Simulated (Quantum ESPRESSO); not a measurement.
# CuI (Marshite) (F-43m) in Quantum ESPRESSO: equation of state

Aim: energy against volume of CuI (Marshite) in PBE, for its equilibrium volume and stiffness.

Everything below comes from runs of Quantum ESPRESSO 7.5. Logs are shortened: lines on timing, memory, paths and dates and some standing lists are left out, and cuts for length are marked.

## (1) The structure

Symmetry: F-43m, No. 216, cubic system. The conventional cell has a = 6.063 Å, b = 6.063 Å, c = 6.063 Å, α = 90.00°, β = 90.00°, γ = 90.00°. I (site symmetry -43m) is surrounded by 4 Cu at 2.63 Å. Cu (site symmetry -43m) is surrounded by 4 I at 2.63 Å.

## (2) Single point, PBE, 26.19 Å³/atom

Input file pw.in:

```
&CONTROL
  calculation = 'scf'
  prefix = 'pwscf'
  outdir = './tmp'
  pseudo_dir = './pseudo'
  tprnfor = .true.
  tstress = .true.
  disk_io = 'nowf'
/
&SYSTEM
  ibrav = 0
  nat = 2
  ntyp = 2
  ecutwfc = 55
  ecutrho = 440
  nbnd = 15
  occupations = 'smearing'
  smearing = 'fd'
  degauss = 0.00367493
/
&ELECTRONS
  conv_thr = 4d-10
  electron_maxstep = 120
  mixing_beta = 0.5
/
ATOMIC_SPECIES
I    126.9045 I.pbe-n-kjpaw_psl.0.2.UPF
Cu    63.5460 Cu.paw.z_11.ld1.psl.v1.0.0-low.upf
CELL_PARAMETERS angstrom
   0.0000000000    2.9696152886    2.9696152886
   2.9696152886    0.0000000000    2.9696152886
   2.9696152886    2.9696152886    0.0000000000
ATOMIC_POSITIONS crystal
I      0.0000000000    0.0000000000    0.0000000000
Cu     0.7500000000    0.7500000000    0.7500000000
K_POINTS automatic
8 8 8 0 0 0
```

Potentials or basis: SSSP 1.3 efficiency PBE.

Run with:

```sh
OMP_NUM_THREADS=1 pw.x -in pw.in > pw.out
```

pw.out:

```text
This program is part of the open-source Quantum ESPRESSO suite
     for quantum simulation of materials; please cite
         "P. Giannozzi et al., J. Phys.:Condens. Matter 21 395502 (2009);
         "P. Giannozzi et al., J. Phys.:Condens. Matter 29 465901 (2017);
         "P. Giannozzi et al., J. Chem. Phys. 152 154105 (2020);
     in publications or presentations arising from this work. More details at

     file Cu.paw.z_11.ld1.psl.v1.0.0-low.upf: wavefunction(s)  4S 3D renormalized
     Message from routine setup:
     using ibrav=0 with symmetry is DISCOURAGED, use correct ibrav instead

     G-vector sticks info
     --------------------
     sticks:   dense  smooth     PW     G-vecs:    dense   smooth      PW
     Sum        1915     955    283                55345    19579    3143

     Using Slab Decomposition

     bravais-lattice index     =            0
     lattice parameter (alat)  =       7.9362  a.u.
     unit-cell volume          =     353.4493 (a.u.)^3
     number of atoms/cell      =            2
     number of atomic types    =            2
     number of electrons       =        18.00
     number of Kohn-Sham states=           15
     kinetic-energy cutoff     =      55.0000  Ry
     charge density cutoff     =     440.0000  Ry
     scf convergence threshold =      4.0E-10
     mixing beta               =       0.5000
     number of iterations used =            8  plain     mixing
     Exchange-correlation= SLA  PW   PBX  PBC
                           (   1   4   3   4   0   0   0)

     celldm(1)=   7.936227  celldm(2)=   0.000000  celldm(3)=   0.000000
     celldm(4)=   0.000000  celldm(5)=   0.000000  celldm(6)=   0.000000

     crystal axes: (cart. coord. in units of alat)
               a(1) = (   0.000000   0.707107   0.707107 )
               a(2) = (   0.707107   0.000000   0.707107 )
               a(3) = (   0.707107   0.707107   0.000000 )

     reciprocal axes: (cart. coord. in units 2 pi/alat)
               b(1) = ( -0.707107  0.707107  0.707107 )
               b(2) = (  0.707107 -0.707107  0.707107 )
               b(3) = (  0.707107  0.707107 -0.707107 )

     PseudoPot. # 1 for I  read from file:
     I.pbe-n-kjpaw_psl.0.2.UPF
     Pseudo is Projector augmented-wave + core cor, Zval =  7.0
     Generated using "atomic" code by A. Dal Corso  v.5.0.99 svn rev. 10869
     Shape of augmentation charge: PSQ
     Using radial grid of 1247 points,  4 beta functions with:
                l(1) =   0
                l(2) =   0
                l(3) =   1
                l(4) =   1
     Q(r) pseudized with 0 coefficients

     PseudoPot. # 2 for Cu read from file:
     Cu.paw.z_11.ld1.psl.v1.0.0-low.upf
     Pseudo is Projector augmented-wave + core cor, Zval = 11.0
     Generated using &quot;atomic&quot; code by A. Dal Corso  v.6.3MaX
     Shape of augmentation charge: PSQ
     Using radial grid of 1199 points,  6 beta functions with:
                l(1) =   0
                l(2) =   0
                l(3) =   1
                l(4) =   1
                l(5) =   2
                l(6) =   2
     Q(r) pseudized with 0 coefficients

     atomic species   valence    mass     pseudopotential
     I                 7.00   126.90450     I ( 1.00)
     Cu               11.00    63.54600     Cu( 1.00)

     24 Sym. Ops. (no inversion) found

   Cartesian axes

     site n.     atom                  positions (alat units)
         1        I      tau(   1) = (   0.0000000   0.0000000   0.0000000  )
         2        Cu     tau(   2) = (   1.0606602   1.0606602   1.0606602  )

     number of k points=    29  Fermi-Dirac smearing, width (Ry)=  0.0037
                       cart. coord. in units 2pi/alat
        k(    1) = (   0.0000000   0.0000000   0.0000000), wk =   0.0039062
        k(    2) = (   0.0883883   0.0883883  -0.0883883), wk =   0.0312500
        k(    3) = (   0.1767767   0.1767767  -0.1767767), wk =   0.0312500
        k(    4) = (   0.2651650   0.2651650  -0.2651650), wk =   0.0312500
        k(    5) = (  -0.3535534  -0.3535534   0.3535534), wk =   0.0156250
        k(    6) = (   0.1767767   0.0000000   0.0000000), wk =   0.0234375
[... 21 lines left out ...]
        k(   28) = (  -0.7071068   0.1767767  -0.0000000), wk =   0.0468750
        k(   29) = (  -0.7071068   0.3535534   0.0000000), wk =   0.0234375

     Dense  grid:    55345 G-vectors     FFT dimensions: (  54,  54,  54)

     Smooth grid:    19579 G-vectors     FFT dimensions: (  40,  40,  40)

     Initial potential from superposition of free atoms

     starting charge      17.9997, renormalised to      18.0000
     Starting wfcs are   13 randomized atomic wfcs +    2 random wfcs

     Self-consistent Calculation

     iteration #  1     ecut=    55.00 Ry     beta= 0.50
     Davidson diagonalization with overlap
     ethr =  1.00E-02,  avg # of iterations =  4.6

     Threshold (ethr) on eigenvalues was too large:
     Diagonalizing with lowered threshold

     Davidson diagonalization with overlap
     ethr =  1.46E-04,  avg # of iterations =  2.7

     total energy              =    -592.01499365 Ry
     estimated scf accuracy    <       0.02746265 Ry
[... 57 lines left out ...]
     iteration # 10     ecut=    55.00 Ry     beta= 0.50
     Davidson diagonalization with overlap
     ethr =  9.65E-12,  avg # of iterations =  2.0

     End of self-consistent calculation

          k = 0.0000 0.0000 0.0000 (  2421 PWs)   bands (ev):

    -7.8195   2.6298   2.6298   2.6298   4.4775   4.4775   6.5847   6.5847
     6.5847   7.8628  11.3058  11.3058  11.3058  15.2298  16.3198
[... 93 lines left out ...]
    -6.9718   0.9275   1.8227   2.6019   4.3322   4.5206   4.6375   4.8805
     5.1711   9.5552  11.2442  14.2741  14.5907  15.3732  16.8565

          k =-0.7071 0.0000 0.0000 (  2450 PWs)   bands (ev):

    -6.9557   0.5937   2.5418   2.5418   4.4417   4.5371   4.6001   4.8855
     4.8855   9.1167   9.3653  16.2293  16.8181  16.8181  18.2010

          k = 0.3536 0.1768 0.0000 (  2440 PWs)   bands (ev):
[... 26 lines left out ...]
    -7.0211   1.0917   1.7185   2.5799   4.3830   4.4590   4.7371   4.8178
     5.3434  10.4942  11.6274  12.2400  14.3897  15.3495  16.8510

          k =-0.7071 0.1768-0.0000 (  2424 PWs)   bands (ev):

    -6.9533   0.7753   2.1726   2.4882   4.4222   4.4523   4.5887   4.8298
     5.0569   9.8435  10.0486  14.5774  14.7289  17.2666  18.5059

          k =-0.7071 0.3536 0.0000 (  2468 PWs)   bands (ev):

    -6.9509   1.1048   1.6780   2.4352   4.4018   4.4113   4.5886   4.7871
     5.1551  11.1715  11.2431  12.7049  12.8915  17.4446  18.5953

     the Fermi energy is     7.2605 ev

!    total energy              =    -592.02525759 Ry
     total all-electron energy =    -17542.902469 Ry
     estimated scf accuracy    <          4.2E-13 Ry
     smearing contrib. (-TS)   =      -0.00000000 Ry
     internal energy E=F+TS    =    -592.02525758 Ry

     The total energy is F=E-TS. E is the sum of the following terms:
     one-electron contribution =     -66.21383183 Ry
     hartree contribution      =      51.45093775 Ry
     xc contribution           =     -86.48199769 Ry
     ewald contribution        =     -80.44933834 Ry
     one-center paw contrib.   =    -410.33102748 Ry

     convergence has been achieved in  10 iterations

     Forces acting on atoms (cartesian axes, Ry/au):

     atom    1 type  1   force =    -0.00000000    0.00000000    0.00000000
     atom    2 type  2   force =     0.00000000    0.00000000   -0.00000000

     Total force =     0.000000     Total SCF correction =     0.000000

     Computing stress (Cartesian axis) and pressure

          total   stress  (Ry/bohr**3)                   (kbar)     P=       35.37
   0.00024042  -0.00000000   0.00000000           35.37       -0.00        0.00
  -0.00000000   0.00024042   0.00000000           -0.00       35.37        0.00
   0.00000000   0.00000000   0.00024042            0.00        0.00       35.37

=------------------------------------------------------------------------------=
   JOB DONE.
=------------------------------------------------------------------------------=
```

Run time: 32 s. Hardware: 1 thread of Arm Neoverse V1, shared host; peak memory 0.26 GiB.

Results:

* Free energy: -8054.9140 eV
* Pressure: 3.5 GPa
* Band gap on the k mesh: 1.28 eV, direct

Caveat: spin-orbit coupling is left out, which moves the levels of the heavy elements.

## (3) Single point, PBE, 26.75 Å³/atom

pw.in, as its differences from that of step 2:

```diff
@@ -29,5 +29,5 @@
 CELL_PARAMETERS angstrom
-   0.0000000000    2.9696152886    2.9696152886
-   2.9696152886    0.0000000000    2.9696152886
-   2.9696152886    2.9696152886    0.0000000000
+   0.0000000000    2.9905287613    2.9905287613
+   2.9905287613    0.0000000000    2.9905287613
+   2.9905287613    2.9905287613    0.0000000000
 ATOMIC_POSITIONS crystal
```

Potentials or basis: SSSP 1.3 efficiency PBE.

Run with:

```sh
OMP_NUM_THREADS=1 pw.x -in pw.in > pw.out
```

Wall time 30 s (1 thread of Arm Neoverse V1, shared host); peak memory 0.26 GiB.

The run converged. Its results:

| Property | Result |
| --- | --- |
| Free energy | -8054.9354 eV |
| Pressure | 2.4 GPa |
| Band gap on the k mesh | 1.22 eV, direct |

Caveat: spin-orbit coupling is left out, which moves the levels of the heavy elements.

## (4) Single point, PBE, 27.30 Å³/atom

pw.in, as its differences from that of step 3:

```diff
@@ -29,5 +29,5 @@
 CELL_PARAMETERS angstrom
-   0.0000000000    2.9905287613    2.9905287613
-   2.9905287613    0.0000000000    2.9905287613
-   2.9905287613    2.9905287613    0.0000000000
+   0.0000000000    3.0111537494    3.0111537494
+   3.0111537494    0.0000000000    3.0111537494
+   3.0111537494    3.0111537494    0.0000000000
 ATOMIC_POSITIONS crystal
```

Run with:

```sh
OMP_NUM_THREADS=1 pw.x -in pw.in > pw.out
```

It took 30 s on 1 thread of Arm Neoverse V1, shared host; peak memory 0.27 GiB.

Results (log left out):

```yaml
Free_energy: -8054.9492 eV
Pressure: 1.4 GPa
Band_gap_on_the_k_mesh: 1.16 eV, direct
```

Caveat: spin-orbit coupling is left out, which moves the levels of the heavy elements.

## (5) Single point, PBE, 27.86 Å³/atom

pw.in, as its differences from that of step 4:

```diff
@@ -29,5 +29,5 @@
 CELL_PARAMETERS angstrom
-   0.0000000000    3.0111537494    3.0111537494
-   3.0111537494    0.0000000000    3.0111537494
-   3.0111537494    3.0111537494    0.0000000000
+   0.0000000000    3.0315000000    3.0315000000
+   3.0315000000    0.0000000000    3.0315000000
+   3.0315000000    3.0315000000    0.0000000000
 ATOMIC_POSITIONS crystal
```

Run with:

```sh
OMP_NUM_THREADS=1 pw.x -in pw.in > pw.out
```

Wall time 34 s (1 thread of Arm Neoverse V1, shared host); peak memory 0.25 GiB.

Results (log left out):

- Free energy: -8054.9563 eV
- Pressure: 0.5 GPa
- Band gap on the k mesh: 1.11 eV, direct

Caveat: spin-orbit coupling is left out, which moves the levels of the heavy elements.

## (6) Single point, PBE, 28.42 Å³/atom

pw.in, as its differences from that of step 5:

```diff
@@ -29,5 +29,5 @@
 CELL_PARAMETERS angstrom
-   0.0000000000    3.0315000000    3.0315000000
-   3.0315000000    0.0000000000    3.0315000000
-   3.0315000000    3.0315000000    0.0000000000
+   0.0000000000    3.0515767440    3.0515767440
+   3.0515767440    0.0000000000    3.0515767440
+   3.0515767440    3.0515767440    0.0000000000
 ATOMIC_POSITIONS crystal
```

Potentials or basis: SSSP 1.3 efficiency PBE.

Run with:

```sh
OMP_NUM_THREADS=1 pw.x -in pw.in > pw.out
```

Wall time 31 s (1 thread of Arm Neoverse V1, shared host); peak memory 0.26 GiB.

It converged, with:

| Quantity | Value |
| --- | --- |
| Free energy | -8054.9575 eV |
| Pressure | -0.3 GPa |
| Band gap on the k mesh | 1.06 eV, direct |

Caveat: spin-orbit coupling is left out, which moves the levels of the heavy elements.

(Part 1 of 2 ends here.)
